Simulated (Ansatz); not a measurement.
Runs of Ansatz 0.2.0 on WS2. The cell holds a slab with vacuum, 3 atoms: a = 3.184 Å, b = 3.184 Å, c = 16.951 Å, α = 90.00°, β = 90.00°, γ = 120.00°. 

```tsv
share of exact exchange	gap on the mesh (eV)	largest force (eV/Å)
0.25	2.81	(b)
0.5	3.49	(a)
0.4	3.21	0.51
0.3	2.94	0.33
```

Alike in all rows: task single point; level HSE06 form with a typed share of exact exchange; potentials or basis Ansatz PAW; no spin polarisation; cell as given; k mesh 5 × 5 × 1; cutoff (eV) 420; smearing fermi-dirac 0.05 eV; the mesh is coarse, so values aren't converged.

Fill in the values left out.

(a) 0.70; (b) 0.23.

Caveats: all runs use coarse meshes; odd divisions of the mesh miss points on the zone boundary, where band edges often lie, so the gap on the mesh can be too wide; spin-orbit coupling is left out, which moves the levels of the heavy elements; the PAW data sets come from PBE, with cores solved anew for the run's functional, which leaves a small shift of forces and pressure.

A k mesh can miss the band edges, and the runs leave out spin-orbit coupling on W.
